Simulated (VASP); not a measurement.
# CoO: kinetic-energy density

CoO, Fm-3m (no. 225), 2 atoms in the cell. PBE; PAW potentials Co, O (PBE set).

## Input

INCAR:
```
PREC = Accurate ; ENCUT = 520
EDIFF = 1E-7 ; ISMEAR = 0
SIGMA = 0.02 ; LREAL = False
LASPH = True ; ALGO = Normal
NELM = 100 ; ISIF = 2
LWAVE = False ; LCHARG = True
ISPIN = 2 ; MAGMOM = 2 0
LORBIT = 11 ; LMAXMIX = 4
LTAU = True
```

KPOINTS:
```
k-points
0
Gamma
  9 9 9
```

POSCAR:
```
CoO
1.0
    0.0000000000      2.1315000000      2.1315000000
    2.1315000000      0.0000000000      2.1315000000
    2.1315000000      2.1315000000      0.0000000000
Co O
1 1
Direct
    0.0000000000      0.0000000000      0.0000000000
    0.5000000000      0.5000000000      0.5000000000
```

Commands:
```
cat potpaw_PBE.64/Co/POTCAR potpaw_PBE.64/O/POTCAR > POTCAR
mpirun -np 1 vasp_std > vasp.out
```

## Result

- Kinetic energy of the pseudo orbitals (eV): 178.17

VASP 6.6.1 took 14 s on 1 core (Intel Xeon Platinum 8488C (Sapphire Rapids)), a shared host.
